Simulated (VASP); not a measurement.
# BN in VASP: further runs

Aim: see how the results for BN move with the level of theory and the settings. Levels: rev-vdW-DF2, LDA. Tasks: relaxation of cell and atoms.

All numbers are computed with VASP 6.6.1; they aren't measurements. Logs are shortened: lines on timing, memory, paths and dates and some standing lists are left out, and cuts for length are marked.

**1. The slab as given**

The cell holds a slab with vacuum, 6 atoms: a = 2.498 Å, b = 2.498 Å, c = 24.636 Å, α = 90.00°, β = 90.00°, γ = 120.00°.

**2. Relaxation of cell and atoms, rev-vdW-DF2**

INCAR reads:

```
AGGAC    = 0.0          
ALGO     = Normal         # electronic algorithm
EDIFF    = 1E-6           # SCF threshold, eV
EDIFFG   = -0.01          # ionic threshold
ENCUT    = 600            # plane-wave cutoff, eV
GGA      = MK             # functional
IBRION   = 2              # ionic algorithm
ISIF     = 3              # what is computed and relaxed
ISMEAR   = 0              # smearing method
KPAR     = 2            
LASPH    = True           # aspherical terms in the spheres
LATTICE_CONSTRAINTS= .TRUE. .TRUE. .FALSE.
LCHARG   = False          # write CHGCAR
LREAL    = False          # projectors in reciprocal space
LUSE_VDW = True         
LWAVE    = False          # write WAVECAR
NELM     = 80             # most SCF steps
NSW      = 90             # ionic steps
PARAM1   = 0.1234       
PARAM2   = 0.711357     
PREC     = Accurate       # precision mode
SIGMA    = 0.03           # smearing width, eV
ZAB_VDW  = -1.8867
```

KPOINTS reads:

```
k-points
0
Gamma
  15 15 1
```

POSCAR reads:

```
BN
1.0
    2.4982400000      0.0000000000      0.0000000000
   -1.2491200000      2.1635393000      0.0000000000
    0.0000000000      0.0000000000     24.6357000000
B N
3 3
Direct
    0.6666666700      0.3333333300      0.3653234900
    0.3333333300      0.6666666700      0.5000000000
    0.6666666700      0.3333333300      0.6346765100
    0.3333333300      0.6666666700      0.3653234900
    0.6666666700      0.3333333300      0.5000000000
    0.3333333300      0.6666666700      0.6346765100
```

Potentials or basis: VASP PAW PBE potentials, release 64 (B, N).

Started as:

```console
$ cat potpaw_PBE.64/B/POTCAR potpaw_PBE.64/N/POTCAR > POTCAR
$ mpirun -np 2 vasp_std > vasp.out
```

OUTCAR:

```text
EDIFF = 1E-6
   EDIFFG = -0.01
   ENCUT = 600
   GGA = MK
   IBRION = 2
   ISIF = 3
   ISMEAR = 0
   LASPH = True
   LREAL = False
   NELM = 80
   NSW = 90
   PREC = Accurate

 ion  position               nearest neighbor table
   1  0.667  0.333  0.365-   4 1.44   4 1.44   4 1.44
   2  0.333  0.667  0.500-   5 1.44   5 1.44   5 1.44
   3  0.667  0.333  0.635-   6 1.44   6 1.44   6 1.44
   4  0.333  0.667  0.365-   1 1.44   1 1.44   1 1.44
   5  0.667  0.333  0.500-   2 1.44   2 1.44   2 1.44
   6  0.333  0.667  0.635-   3 1.44   3 1.44   3 1.44

  LATTYP: Found a hexagonal cell.
 ALAT       =     2.4982400000
 C/A-ratio  =     9.8612223005

  Lattice vectors:

 A1 = (   2.4982400000,   0.0000000000,   0.0000000000)
 A2 = (  -1.2491200000,   2.1635393000,   0.0000000000)
 A3 = (   0.0000000000,   0.0000000000,  24.6357000000)

Analysis of symmetry for initial positions (statically):
=====================================================================
 Subroutine PRICEL returns:
 Original cell was already a primitive cell.

 Routine SETGRP: Setting up the symmetry group for a
 hexagonal supercell.

 Subroutine GETGRP returns: Found 12 space group operations
 (whereof 12 operations were pure point group operations)
 out of a pool of 24 trial point group operations.

The static configuration has the point symmetry D_3h.

Analysis of symmetry for dynamics (positions and initial velocities):
=====================================================================
 Subroutine PRICEL returns:
 Original cell was already a primitive cell.

 Routine SETGRP: Setting up the symmetry group for a
 hexagonal supercell.

 Subroutine GETGRP returns: Found 12 space group operations
 (whereof 12 operations were pure point group operations)
 out of a pool of 24 trial point group operations.

The dynamic configuration has the point symmetry D_3h.

 Subroutine INISYM returns: Found 12 space group operations
 (whereof 12 operations are pure point group operations),
 and found     1 'primitive' translations

----------------------------------------------------------------------------------------

                                     Primitive cell

[... 104 lines left out ...]
   ISIF   =      3    stress and relaxation
   ISYM   =      2    0-nonsym 1-usesym 2-fastsym
   POTIM  = 0.5000    time-step for ionic-motion
   TEBEG  =    0.0;   TEEND  =   0.0 temperature during run
   PSTRESS=    0.0 pullay stress
   NELECT =      24.0000    total number of electrons
   NUPDOWN=      -1.0000    fix difference up-down
   EMIN   =  10.00;   EMAX   =-10.00  energy-range for DOS
   EFERMI =   0.00;   METHOD = LEGACY
   ISMEAR =     0;   SIGMA  =   0.03  broadening in eV -4-tet -1-fermi 0-gaus
   EFERMI_NEDOS =   21; number of points for ismear=-14 and -15
   IALGO  =     38    algorithm
   IMIX   =      4    mixing-type and parameters
     AMIX     =   0.40;   BMIX     =  1.00
     AMIX_MAG =   1.60;   BMIX_MAG =  1.00
  volume/ion in A,a.u.               =      22.19       149.76
  Fermi-wavevector in a.u.,A,eV,Ry     =   0.924749  1.747523 11.635173  0.855161
  Thomas-Fermi vector in A             =   2.050529
   LORBIT       =      0    0 simple, 1 ext, 2 COOP (PROOUT), +10 PAW based schemes
   GGA     = MK    functional components
   LHFCALC =     F    Hartree Fock is set to
   AEXX    =    0.0000 exact exchange contribution
   IVDW_NL    =     1    kernel type
   BPARAM     = 6.3000
   IVDW    =     0    specifies the selected vdW correction
   LEPSILON=     F    determine dielectric tensor
   LRPA    =     F    only Hartree local field effects (RPA)
 conjugate gradient relaxation of ions
 non-spin polarized calculation
 Gauss-broadening in eV      SIGMA  =   0.03
  energy-cutoff  :      600.00
  volume of cell :      133.16
 maximum number of plane-waves:      4511
 NGX is ok and might be reduce to    20
   NGX =  9   NGY =  9   NGZ = 99

--------------------------------------- Ionic step        1  -------------------------------------------

 number of electron      23.9999998 magnetization

 Free energy of the ion-electron system (eV)
  ---------------------------------------------------
  ext. energy  EPLUGINS =         0.00000000
  ---------------------------------------------------
  free energy    TOTEN  =       -47.73438685 eV

  energy without entropy =      -47.73438685  energy(sigma->0) =      -47.73438685

------------------------ aborting loop because EDIFF is reached ----------------------------------------

  FORCE on cell =-STRESS in cart. coord.  units (eV):
  Direction    XX          YY          ZZ          XY          YZ          ZX
  --------------------------------------------------------------------------------------
  -------------------------------------------------------------------------------------
  Total        1.6746362      1.6746362     -0.1874855      0.0000000     -0.0000000      0.0000000
  in kB       20.1496356     20.1496355     -2.2558719      0.0000000     -0.0000000      0.0000000
  external PRESSURE =      12.6811331 kB  Pullay stress =       0.0000000 kB
[... 155 lines left out ...]
--------------------------------------- Ionic step        5  -------------------------------------------

 number of electron      23.9999998 magnetization

 Free energy of the ion-electron system (eV)
  ---------------------------------------------------
  ext. energy  EPLUGINS =         0.00000000
  ---------------------------------------------------
  free energy    TOTEN  =       -47.74207342 eV

  energy without entropy =      -47.74207342  energy(sigma->0) =      -47.74207342

 E-fermi :  -2.5260     XC(G=0):  -4.7920

 val. band max:       -2.7108080599   @ k =   0.3333   0.3333   0.0000
 cond. band min:       1.6417098989   @ k =   0.4667   0.0667   0.0000
 fundamental gap:      4.3525179588
 Fermi energy:        -2.5260310594

 k-point     1 :       0.0000    0.0000    0.0000
  band No.  band energies     occupation
      1     -20.3675      2.00000
      2     -20.2469      2.00000
      3     -20.1483      2.00000
      4      -8.6855      2.00000
      5      -7.9498      2.00000
      6      -7.1411      2.00000
[... 433 lines left out ...]
      3     -16.8485      2.00000
      4     -11.1170      2.00000
      5     -11.0717      2.00000
      6     -11.0483      2.00000
[... 8 lines left out ...]
     15       2.4428      0.00000
     16       9.0354      0.00000

 [... further k-points ...]

------------------------ aborting loop because EDIFF is reached ----------------------------------------

  FORCE on cell =-STRESS in cart. coord.  units (eV):
  Direction    XX          YY          ZZ          XY          YZ          ZX
  --------------------------------------------------------------------------------------
  -------------------------------------------------------------------------------------
  Total        0.0208858      0.0208858     -0.1830429      0.0000000     -0.0000000      0.0000000
  in kB        0.2490365      0.2490365     -2.1825498      0.0000000     -0.0000000      0.0000000
  external PRESSURE =      -0.5614923 kB  Pullay stress =       0.0000000 kB
[... 25 lines left out ...]
  energy  without entropy=      -47.7420734236  energy(sigma->0) =      -47.74207342

Total vdW correction in eV:      3.7198196

 reached required accuracy - stopping structural energy minimisation
```

OSZICAR:

```text
N       E                     dE             d eps       ncg     rms          rms(c)
DAV:   1     0.219562413378E+03    0.21956E+03   -0.11476E+04   864   0.137E+03
DAV:   2    -0.309775415136E+02   -0.25054E+03   -0.23996E+03  1304   0.292E+02
DAV:   3    -0.530404472929E+02   -0.22063E+02   -0.22036E+02  1016   0.112E+02
[... 50 lines left out ...]
DAV:   2    -0.477420589519E+02    0.13543E-05   -0.45469E-06   848   0.151E-02    0.367E-03
DAV:   3    -0.477420588626E+02    0.89303E-07   -0.62782E-07   888   0.596E-03
   4 F= -.47742059E+02 E0= -.47742059E+02  d E =-.767202E-02
       N       E                     dE             d eps       ncg     rms          rms(c)
DAV:   1    -0.477420734265E+02   -0.14475E-04   -0.91901E-04   888   0.257E-01    0.703E-03
DAV:   2    -0.477420734236E+02    0.29213E-08   -0.27121E-06   992   0.168E-02
   5 F= -.47742073E+02 E0= -.47742073E+02  d E =-.145610E-04
```

CONTCAR:

```text
BN
   1.00000000000000
     2.5095850199104608   -0.0000000000000000    0.0000000000000000
    -1.2547925099552304    2.1733643753841694    0.0000000000000000
     0.0000000000000000    0.0000000000000000   24.6356999999999999
  B               N
     3     3
Direct
     0.6666666699999979    0.3333333300000021    0.3653695331309305
     0.3333333300000021    0.6666666699999979    0.5000000000000000
     0.6666666699999979    0.3333333300000021    0.6346304668690694
     0.3333333300000021    0.6666666699999979    0.3653042871902925
     0.6666666699999979    0.3333333300000021    0.5000000000000000
     0.3333333300000021    0.6666666699999979    0.6346957128097077

  0.00000000E+00  0.00000000E+00  0.00000000E+00
  0.00000000E+00  0.00000000E+00  0.00000000E+00
  0.00000000E+00  0.00000000E+00  0.00000000E+00
  0.00000000E+00  0.00000000E+00  0.00000000E+00
  0.00000000E+00  0.00000000E+00  0.00000000E+00
  0.00000000E+00  0.00000000E+00  0.00000000E+00
```

Run time: 7.4 min. Hardware: 2 MPI ranks of Intel Xeon 6975P-C (Granite Rapids), shared host; peak memory 0.67 GiB.

Results:

| Property | Result |
| --- | --- |
| Free energy | -47.7421 eV |
| Relaxed volume | 22.39 Å³/atom |
| Relaxed cell | a = 2.510 Å, b = 2.510 Å, c = 24.636 Å, α = 90.00°, β = 90.00°, γ = 120.00° |
| Space group after relaxing (to 0.05 Å) | P-6m2 (No. 187) |
| Energy gained by relaxing | 1.3 meV/atom |
| Ionic steps | 5 |
| Largest force after relaxing | 0.007 eV/Å |
| Band gap on the k mesh | 4.35 eV, indirect (least direct gap 4.66 eV) |

Forces in eV/Å, atoms in the order of the input:
```
B    0.000  0.000  0.004
B    0.000  0.000  0.000
B    0.000  0.000 -0.004
N    0.000  0.000  0.007
N    0.000  0.000  0.000
N    0.000  0.000 -0.007
```

Step by step:
| step | energy change (eV) | largest force (eV/Å) | pressure (GPa) | volume (Å³) |
| --- | --- | --- | --- | --- |
| 1 | 0.0000 | 0.0262 | 1.27 | 133.16 |
| 2 | 0.0198 | 0.0127 | -2.50 | 136.77 |
| 3 | -0.0077 | 0.0171 | -0.08 | 134.39 |
| 4 | -0.0077 | 0.0172 | -0.06 | 134.37 |
| 5 | -0.0077 | 0.0067 | -0.06 | 134.37 |

Final structure:
```yaml
crystal:
  lattice:
    - [2.50959, 0.00000, 0.00000]
    - [-1.25479, 2.17336, 0.00000]
    - [0.00000, 0.00000, 24.63570]
  atoms:
    - { symbol: B, position: [0.66667, 0.33333, 0.36537] }
    - { symbol: B, position: [0.33333, 0.66667, 0.50000] }
    - { symbol: B, position: [0.66667, 0.33333, 0.63463] }
    - { symbol: N, position: [0.33333, 0.66667, 0.36530] }
    - { symbol: N, position: [0.66667, 0.33333, 0.50000] }
    - { symbol: N, position: [0.33333, 0.66667, 0.63470] }
```

Caveat: the PAW data sets were made with another functional, which shifts forces and pressure a little.

(Continued in part 2 of 2.)
